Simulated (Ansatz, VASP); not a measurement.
**One calculation of AlN, two programs**

File INCAR:

```
SYSTEM = AlN
PREC     = Accurate       ! precision mode
ENCUT    = 520            ! plane-wave cutoff, eV
EDIFF    = 1E-6           ! SCF threshold, eV
ISMEAR   = 0              ! smearing method
SIGMA    = 0.05           ! smearing width, eV
LREAL    = .False.        ! projectors in reciprocal space
LASPH    = .True.         ! aspherical terms in the spheres
NELM     = 80             ! most SCF steps
ALGO     = Normal         ! electronic algorithm
ISIF     = 2              ! what is computed and relaxed
LWAVE    = .False.        ! write WAVECAR
LCHARG   = .True.         ! write CHGCAR
GGA      = PS             ! functional
LELF     = .True.         ! ELF
LVHAR    = .True.       
NBANDS   = 26             ! bands
```

File KPOINTS:

```
regular mesh
0
Gamma
  8 8 3
  0 0 0
```

POSCAR

```
AlN
1.0
   -3.1135599822      0.0000000000      0.0000000000
   -1.5567799911     -2.6964220408      0.0000000000
   -0.5189266637     -0.8988073469      9.9667009506
Al N
4 4
Direct
    0.3333333333      0.0318316472      0.9045050585
    0.3333333333      0.1984983138      0.4045050585
    0.6666666667      0.6151649805      0.1545050585
    0.6666666667      0.4484983138      0.6545050585
    0.3333333333      0.3015016862      0.0954949415
    0.3333333333      0.1348350195      0.5954949415
    0.6666666667      0.5515016862      0.3454949415
    0.6666666667      0.3848350195      0.8454949415
```

Input for Ansatz:

```yaml
crystal:
  lattice:
    - [-3.1135599822, 0.0, 0.0]
    - [-1.5567799911, -2.6964220408, 0.0]
    - [-0.5189266637, -0.8988073469, 9.9667009506]
  atoms:
    - { symbol: Al, position: [0.3333333333, 0.0318316472, 0.9045050585] }
    - { symbol: Al, position: [0.3333333333, 0.1984983138, 0.4045050585] }
    - { symbol: Al, position: [0.6666666667, 0.6151649805, 0.1545050585] }
    - { symbol: Al, position: [0.6666666667, 0.4484983138, 0.6545050585] }
    - { symbol: "N", position: [0.3333333333, 0.3015016862, 0.0954949415] }
    - { symbol: "N", position: [0.3333333333, 0.1348350195, 0.5954949415] }
    - { symbol: "N", position: [0.6666666667, 0.5515016862, 0.3454949415] }
    - { symbol: "N", position: [0.6666666667, 0.3848350195, 0.8454949415] }
basis:
  ecutwfc: 520.0
kpoints:
  mp_grid: { grid: [8, 8, 3] }
hamiltonian:
  xc: pbesol
  pseudopotentials: { kind: paw, azcp: { folder: soft_1 } }
scf:
  occupations: { method: gaussian, width: 0.05 }
output:
  forces: true
  stress: true
  eigenvalues: true
```

Alike in both runs: task single point; functional PBEsol; k mesh 8 × 8 × 3; occupations gaussian, width 0.05 eV; no spin polarisation.

|  | VASP | Ansatz |
| --- | --- | --- |
| version | VASP 6.6.1 | Ansatz 0.2.0 |
| potentials or method | VASP PAW PBE potentials, release 64 (Al, N) | scalar-relativistic, plane waves, PAW |
| plane-wave cutoff (eV) | 520 | 520 |
| valence electrons in the cell | 32 | 32 |

Ansatz gave:

```
gap on the k mesh at the Fermi level (eV)       : 3.28
least direct gap on the mesh (eV)               : 3.28
pressure (GPa)                                  : -1.1
largest component of the traceless stress (GPa) : 4.86
rms of the force components (eV/Å)              : 0.445
```

Problem. Which values does VASP return?

Solution. gap on the k mesh at the Fermi level (eV): 3.30; least direct gap on the mesh (eV): 3.30; pressure (GPa): -1.1; largest component of the traceless stress (GPa): 4.86; rms of the force components (eV/Å): 0.445.

Atom by atom the forces differ by 0.002 eV/Å (rms over components). Ansatz warned: «pseudo_functional_mismatch».

Caveats: the PAW data sets were made with another functional, which shifts forces and pressure a little (VASP); an odd mesh through Γ misses points on the zone boundary, where band edges often lie.
